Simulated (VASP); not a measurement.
# Pb (Fm-3m) in VASP: notebook, part 2 of 2

VASP 6.6.1.

## Step 3: Band structure, RPBE

INCAR reads:

```
PREC = Accurate ; ENCUT = 520
EDIFF = 1E-6 ; ISMEAR = -1
SIGMA = 0.05 ; LREAL = False
LASPH = True ; NELM = 60
ALGO = Normal ; ISIF = 2
LWAVE = False ; LCHARG = False
GGA = RP
```

KPOINTS reads:

```
Automatic mesh
0
Gamma
  9 9 9
```

POSCAR reads:

```
Pb
1.0
    0.0000000000      2.4750200000      2.4750200000
    2.4750200000      0.0000000000      2.4750200000
    2.4750200000      2.4750200000      0.0000000000
Pb
1
Direct
    0.0000000000      0.0000000000      0.0000000000
```

KPOINTS_OPT reads:

```
path GXWKGLUWLK,UX
10
line-mode
reciprocal
 0.0000000000  0.0000000000  0.0000000000  G
 0.5000000000  0.0000000000  0.5000000000  X

 0.5000000000  0.0000000000  0.5000000000  X
 0.5000000000  0.2500000000  0.7500000000  W

 0.5000000000  0.2500000000  0.7500000000  W
 0.3750000000  0.3750000000  0.7500000000  K

 0.3750000000  0.3750000000  0.7500000000  K
 0.0000000000  0.0000000000  0.0000000000  G

 0.0000000000  0.0000000000  0.0000000000  G
 0.5000000000  0.5000000000  0.5000000000  L

 0.5000000000  0.5000000000  0.5000000000  L
 0.6250000000  0.2500000000  0.6250000000  U

 0.6250000000  0.2500000000  0.6250000000  U
 0.5000000000  0.2500000000  0.7500000000  W

 0.5000000000  0.2500000000  0.7500000000  W
 0.5000000000  0.5000000000  0.5000000000  L

 0.5000000000  0.5000000000  0.5000000000  L
 0.3750000000  0.3750000000  0.7500000000  K

 0.6250000000  0.2500000000  0.6250000000  U
 0.5000000000  0.0000000000  0.5000000000  X
```

Potentials or basis: VASP PAW PBE potentials, release 64 (Pb_d).

The run is started by

```sh
cat potpaw_PBE.64/Pb_d/POTCAR > POTCAR
mpirun -np 1 vasp_std > vasp.out
```

Wall time 24 s (1 thread of Intel Xeon Platinum 8259CL at 2.50GHz (Skylake/Cascade Lake), shared host); peak memory 0.16 GiB.

The run converged. Its results:

```yaml
Free_energy: -3.1650 eV
Pressure: 3.8 GPa
Band_gap_along_the_path: none (metal or under the smearing width)
```

Levels at the corners of the path, in eV from the Fermi level:
```
point  band 4  band 5  band 6  band 7  band 8  band 9  band 10  band 11
    Γ  -16.87  -16.87  -11.61    7.58    7.58    7.58     9.87    11.44
    X  -16.70  -16.70   -6.56   -3.13    2.20    2.20     5.49     6.75
    X  -16.70  -16.70   -6.56   -3.13    2.20    2.20     5.49     6.75
    W  -16.82  -16.70   -6.45   -1.23   -1.23    0.40    11.00    12.29
    W  -16.82  -16.70   -6.45   -1.23   -1.23    0.40    11.00    12.29
    K  -16.80  -16.74   -6.65   -2.14   -1.09    3.13     6.58    11.48
    K  -16.80  -16.74   -6.65   -2.14   -1.09    3.13     6.58    11.48
    Γ  -16.87  -16.87  -11.61    7.58    7.58    7.58     9.87    11.44
    Γ  -16.87  -16.87  -11.61    7.58    7.58    7.58     9.87    11.44
    L  -16.73  -16.73   -7.98   -4.07    5.74    5.74     9.35     9.57
    L  -16.73  -16.73   -7.98   -4.07    5.74    5.74     9.35     9.57
    U  -16.80  -16.74   -6.65   -2.14   -1.09    3.13     6.58    11.48
    U  -16.80  -16.74   -6.65   -2.14   -1.09    3.13     6.58    11.48
    W  -16.82  -16.70   -6.45   -1.23   -1.23    0.40    11.00    12.29
    W  -16.82  -16.70   -6.45   -1.23   -1.23    0.40    11.00    12.29
    L  -16.73  -16.73   -7.98   -4.07    5.74    5.74     9.35     9.57
    L  -16.73  -16.73   -7.98   -4.07    5.74    5.74     9.35     9.57
    K  -16.80  -16.74   -6.65   -2.14   -1.09    3.13     6.58    11.48
    U  -16.80  -16.74   -6.65   -2.14   -1.09    3.13     6.58    11.48
    X  -16.70  -16.70   -6.56   -3.13    2.20    2.20     5.49     6.75
```

Caveat: the PAW data sets were made with another functional, which shifts forces and pressure a little; spin-orbit coupling is left out, which moves the levels of the heavy elements.

## Step 4: Band structure, revPBE

POSCAR is that of step 3.

INCAR.step1 reads:

```
SYSTEM = Pb
PREC = Accurate ; ENCUT = 520
EDIFF = 1E-7 ; ISMEAR = -1
SIGMA = 0.05 ; LREAL = .FALSE.
LASPH = .TRUE. ; NELM = 100
ALGO = Normal ; ISIF = 2
LWAVE = .FALSE. ; LCHARG = .TRUE.
GGA = RE
```

KPOINTS.step1 reads:

```
Automatic mesh
0
G
  9 9 9
  0 0 0
```

INCAR.step2 reads:

```
SYSTEM = Pb
PREC = Accurate ; ENCUT = 520
EDIFF = 1E-7 ; ISMEAR = 0
SIGMA = 0.05 ; LREAL = .FALSE.
LASPH = .TRUE. ; NELM = 100
ALGO = Normal ; ISIF = 2
LWAVE = .FALSE. ; LCHARG = .FALSE.
GGA = RE ; ICHARG = 11
```

KPOINTS.step2 reads:

```
path GXWKGLUWLK,UX
10
line-mode
reciprocal
 0.0000000000  0.0000000000  0.0000000000  G
 0.5000000000  0.0000000000  0.5000000000  X

 0.5000000000  0.0000000000  0.5000000000  X
 0.5000000000  0.2500000000  0.7500000000  W

 0.5000000000  0.2500000000  0.7500000000  W
 0.3750000000  0.3750000000  0.7500000000  K

 0.3750000000  0.3750000000  0.7500000000  K
 0.0000000000  0.0000000000  0.0000000000  G

 0.0000000000  0.0000000000  0.0000000000  G
 0.5000000000  0.5000000000  0.5000000000  L

 0.5000000000  0.5000000000  0.5000000000  L
 0.6250000000  0.2500000000  0.6250000000  U

 0.6250000000  0.2500000000  0.6250000000  U
 0.5000000000  0.2500000000  0.7500000000  W

 0.5000000000  0.2500000000  0.7500000000  W
 0.5000000000  0.5000000000  0.5000000000  L

 0.5000000000  0.5000000000  0.5000000000  L
 0.3750000000  0.3750000000  0.7500000000  K

 0.6250000000  0.2500000000  0.6250000000  U
 0.5000000000  0.0000000000  0.5000000000  X
```

The run is started by

```sh
cat potpaw_PBE.64/Pb_d/POTCAR > POTCAR
cp INCAR.step1 INCAR
cp KPOINTS.step1 KPOINTS
mpirun -np 1 vasp_std > vasp.out
cp INCAR.step2 INCAR
cp KPOINTS.step2 KPOINTS
mpirun -np 1 vasp_std > vasp.out
```

It took 25 s on 1 thread of Intel Xeon Platinum 8259CL at 2.50GHz (Skylake/Cascade Lake), shared host; peak memory 0.17 GiB.

The run converged. Its results:

| Quantity | Value |
| --- | --- |
| Band gap along the path | none (metal or under the smearing width) |

Levels at the corners of the path, in eV from the Fermi level:
```
point  band 5  band 6  band 7  band 8  band 9  band 10
    Γ  -16.85  -11.61    7.58    7.58    7.58     9.88
    X  -16.68   -6.57   -3.13    2.20    2.20     5.50
    X  -16.68   -6.57   -3.13    2.20    2.20     5.50
    W  -16.68   -6.46   -1.23   -1.23    0.40    11.00
    W  -16.68   -6.46   -1.23   -1.23    0.40    11.00
    K  -16.72   -6.65   -2.14   -1.09    3.13     6.59
    K  -16.72   -6.65   -2.14   -1.09    3.13     6.59
    Γ  -16.85  -11.61    7.58    7.58    7.58     9.88
    Γ  -16.85  -11.61    7.58    7.58    7.58     9.88
    L  -16.71   -7.98   -4.07    5.74    5.74     9.36
    L  -16.71   -7.98   -4.07    5.74    5.74     9.36
    U  -16.72   -6.65   -2.14   -1.09    3.13     6.59
    U  -16.72   -6.65   -2.14   -1.09    3.13     6.59
    W  -16.68   -6.46   -1.23   -1.23    0.40    11.00
    W  -16.68   -6.46   -1.23   -1.23    0.40    11.00
    L  -16.71   -7.98   -4.07    5.74    5.74     9.36
    L  -16.71   -7.98   -4.07    5.74    5.74     9.36
    K  -16.72   -6.65   -2.14   -1.09    3.13     6.59
    U  -16.72   -6.65   -2.14   -1.09    3.13     6.59
    X  -16.68   -6.57   -3.13    2.20    2.20     5.50
```

Caveat: the log is that of the step along the path at fixed density, whose energy, stress, charges and moments have no meaning; the PAW data sets were made with another functional, which shifts forces and pressure a little; spin-orbit coupling is left out, which moves the levels of the heavy elements.

## Step 5: Band structure, BLYP

INCAR reads:

```
SYSTEM = Pb
PREC     = Accurate       ! precision mode
ENCUT    = 520            ! plane-wave cutoff, eV
EDIFF    = 1E-7           ! SCF threshold, eV
ISMEAR   = -1             ! smearing method
SIGMA    = 0.05           ! smearing width, eV
LREAL    = .False.        ! projectors in reciprocal space
LASPH    = .True.         ! aspherical terms in the spheres
NELM     = 60             ! most SCF steps
ALGO     = Normal         ! electronic algorithm
ISIF     = 2              ! what is computed and relaxed
LWAVE    = .False.        ! write WAVECAR
LCHARG   = .False.        ! write CHGCAR
GGA      = B5             ! functional
ALDAX    = 1.0          
AGGAX    = 1.0          
AGGAC    = 1.0          
ALDAC    = 0.0
```

KPOINTS reads:

```
Automatic mesh
0
Gamma
  9 9 9
  0 0 0
```

POSCAR is that of step 4.

Edit KPOINTS_OPT of step 3 so:

```diff
@@ -1,3 +1,3 @@
 path GXWKGLUWLK,UX
-10
+20
 line-mode
```

The run is started by

```sh
cat potpaw_PBE.64/Pb_d/POTCAR > POTCAR
mpirun -np 1 vasp_std > vasp.out
```

Run time: 47 s. Hardware: 1 thread of Intel Xeon Platinum 8259CL at 2.50GHz (Skylake/Cascade Lake), shared host; peak memory 0.16 GiB.

Results (log left out):

* Free energy: -2.8140 eV
* Pressure: 6.0 GPa
* Band gap along the path: none (metal or under the smearing width)

Levels at the corners of the path, in eV from the Fermi level:
```csv
point,band 4,band 5,band 6,band 7,band 8,band 9,band 10,band 11
Γ,-16.82,-16.82,-11.67,7.36,7.36,7.36,10.17,11.93
X,-16.65,-16.65,-6.74,-3.10,2.11,2.11,5.88,7.05
X,-16.65,-16.65,-6.74,-3.10,2.11,2.11,5.88,7.05
W,-16.77,-16.65,-6.65,-1.22,-1.22,0.50,11.13,12.43
W,-16.77,-16.65,-6.65,-1.22,-1.22,0.50,11.13,12.43
K,-16.75,-16.69,-6.83,-2.12,-1.02,3.02,6.92,11.64
K,-16.75,-16.69,-6.83,-2.12,-1.02,3.02,6.92,11.64
Γ,-16.82,-16.82,-11.67,7.36,7.36,7.36,10.17,11.93
Γ,-16.82,-16.82,-11.67,7.36,7.36,7.36,10.17,11.93
L,-16.68,-16.68,-8.12,-3.99,5.54,5.54,9.71,9.85
L,-16.68,-16.68,-8.12,-3.99,5.54,5.54,9.71,9.85
U,-16.75,-16.69,-6.83,-2.12,-1.02,3.02,6.92,11.64
U,-16.75,-16.69,-6.83,-2.12,-1.02,3.02,6.92,11.64
W,-16.77,-16.65,-6.65,-1.22,-1.22,0.50,11.13,12.43
W,-16.77,-16.65,-6.65,-1.22,-1.22,0.50,11.13,12.43
L,-16.68,-16.68,-8.12,-3.99,5.54,5.54,9.71,9.85
L,-16.68,-16.68,-8.12,-3.99,5.54,5.54,9.71,9.85
K,-16.75,-16.69,-6.83,-2.12,-1.02,3.02,6.92,11.64
U,-16.75,-16.69,-6.83,-2.12,-1.02,3.02,6.92,11.64
X,-16.65,-16.65,-6.74,-3.10,2.11,2.11,5.88,7.05
```

Caveat: the PAW data sets were made with another functional, which shifts forces and pressure a little; spin-orbit coupling is left out, which moves the levels of the heavy elements.

## Step 6: The runs side by side

```csv
level,spin,k mesh,further INCAR settings,pressure (GPa)
PBEsol,"SOC, no magnetisation",7 × 7 × 7,ALGO = Normal; EDIFF = 1e-07,-0.1
RPBE,off,9 × 9 × 9,ALGO = Normal; EDIFF = 1e-06,3.8
revPBE,off,9 × 9 × 9,ALGO = Normal; EDIFF = 1e-07,-
BLYP,off,9 × 9 × 9,ALGO = Normal; EDIFF = 1e-07,6.0
```

Alike in all rows: task band structure; potentials or basis VASP PAW PBE potentials, release 64 (Pb_d); cell as given; cutoff (eV) 520; smearing fermi-dirac 0.05 eV.

The pressure there spans -0.1 GPa (PBEsol) to 6.0 GPa (BLYP); a positive pressure means that this level wants a larger cell, a negative one a smaller.

Caveats: the PAW data sets were made with another functional, which shifts forces and pressure a little; spin-orbit coupling is left out, which moves the levels of the heavy elements (some runs).

Absolute energies hang on the potentials; compare differences alone.
